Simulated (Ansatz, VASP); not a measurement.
Os: VASP beside Ansatz

INCAR

```
PREC = Accurate ; ENCUT = 600
EDIFF = 1E-6 ; ISMEAR = 0
SIGMA = 0.1 ; LREAL = False
LASPH = True ; NELM = 60
ALGO = Fast ; ISIF = 3
LWAVE = False ; LCHARG = False
GGA = PE ; IBRION = 2
NSW = 100 ; EDIFFG = -0.005
```

Contents of KPOINTS:

```
Automatic mesh
0
Gamma
  18 18 18
```

File POSCAR:

```
Os
1.0
    0.0000000000      1.9220413878      1.9220413878
    1.9220413878      0.0000000000      1.9220413878
    1.9220413878      1.9220413878      0.0000000000
Os
1
Direct
    0.0000000000      0.0000000000      0.0000000000
```

Input for Ansatz:

```yaml
crystal:
  lattice:
    - [0.0, 1.9220413878, 1.9220413878]
    - [1.9220413878, 0.0, 1.9220413878]
    - [1.9220413878, 1.9220413878, 0.0]
  atoms:
    - { symbol: Os, position: [0.0, 0.0, 0.0] }
basis:
  ecutwfc: 420
kpoints:
  mp_grid: { grid: [18, 18, 18] }
hamiltonian:
  xc: pbe
scf:
  occupations: { method: gaussian, width: 0.1 }
output:
  forces: true
  stress: true
  eigenvalues: true
relax:
  adjacent_minimum: "off"
  f_tol: 0.005
  max_steps: 80
  cell: { stress_tol: 0.05 }
```

This isn't the form of Os at room conditions, which is hcp.

Alike in both runs: task relaxation of cell and atoms; functional PBE; k mesh 18 × 18 × 18; occupations gaussian, width 0.1 eV; no spin polarisation.

```csv
,VASP,Ansatz
version,VASP 6.6.1,Ansatz 0.2.0
potentials or method,"VASP PAW PBE potentials, release 64 (Os)","scalar-relativistic, plane waves, PAW"
plane-wave cutoff (eV),600,420
valence electrons in the cell,8,16
```

```tsv
	VASP	Ansatz	Ansatz less VASP
gap on the k mesh at the Fermi level, each at its own relaxed structure (eV)	none	none	-
relaxed volume (Å³/atom)	14.33	14.33	-0.003
relaxed cell length with the largest relative difference (Å)	2.727	2.726	-0.0002
energy change over the relaxation (meV/atom)	-1	-1	0.0
```

A gap of «none» marks a metal or a gap that the smearing closes. The two sets of potentials don't hold the same shells in valence.

Spin-orbit coupling is left out, which matters for the levels of Os.
